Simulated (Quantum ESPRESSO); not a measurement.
GaN: relaxation of cell and atoms with PBE

Crystal: GaN.

```xyz
2
Lattice="0.0000 2.2535 2.2535 2.2535 0.0000 2.2535 2.2535 2.2535 0.0000" Properties=species:S:1:pos:R:3 pbc="T T T"
Ga    0.0000    0.0000    0.0000
N     1.1268    1.1268    1.1268
```

The cell is a database's computed one.

* Program: Quantum ESPRESSO 7.5
* Task: relaxation of cell and atoms
* Functional: PBE
* Potentials or basis: SSSP 1.3 efficiency PBE
* Cutoff: 1088 eV
* Density cutoff: 8762 eV
* k mesh: 10 × 10 × 10
* Occupations: fermi-dirac, width 0.05 eV
* Spin: no spin polarisation
* Target pressure: 10 GPa
* Mixing beta: 0.5
* Most SCF iterations: 120
* SCF threshold: 4e-10 Ry
* Most ionic steps: 40
* Forc conv thr: 0.0004 Ry/bohr
* Etot conv thr: 1e-05 Ry
* Ion dynamics: bfgs
* Cell dynamics: bfgs
* Press conv thr: 0.3 kbar

```yaml
Relaxed_volume: 11.17 Å³/atom
Relaxed_cell: a = 3.161 Å, b = 3.161 Å, c = 3.161 Å, α = 60.00°, β = 60.00°, γ = 60.00°
Space_group_after_relaxing_to_0.05_Å: F-43m (No. 216)
Energy_change_on_relaxing_the_enthalpy_is_what_falls: +12.7 meV/atom
Ionic_steps: 3
Pressure_after_relaxing: 10.0 GPa
Band_gap_on_the_k_mesh: 1.91 eV, direct
```

The path:
| step | energy change (eV) | largest force (eV/Å) | pressure (GPa) | volume (Å³) |
| --- | --- | --- | --- | --- |
| 1 | 0.0000 | 0.0000 | 5.05 | 22.89 |
| 2 | 0.0272 | 0.0000 | 10.26 | 22.31 |
| 3 | 0.0254 | 0.0000 | 9.99 | 22.34 |

Final structure:
```xyz
2
Lattice="0.0000 2.2355 2.2355 2.2355 0.0000 2.2355 2.2355 2.2355 0.0000" Properties=species:S:1:pos:R:3 pbc="T T T"
Ga    0.0000    0.0000    0.0000
N     1.1177    1.1177    1.1177
```

Levels at points of the mesh, in eV from the valence-band top:
```csv
k point,band 6,band 7,band 8,band 9,band 10,band 11,band 12,band 13
"(0.00, 0.00, 0.00)",-13.16,0.00,0.00,0.00,1.91,10.46,10.46,10.46
"(0.00, 0.00, -0.50)",-11.90,-7.20,-1.00,-1.00,4.82,8.86,10.49,10.49
"(0.00, -0.50, -0.50)",-11.47,-6.22,-2.79,-2.79,3.36,6.81,11.89,14.21
```

Wall time 2.8 min on 1 thread of INTEL(R) XEON(R) PLATINUM 8581C CPU @ 2.10GHz (Emerald Rapids), on a shared host, peak memory 0.22 GiB.
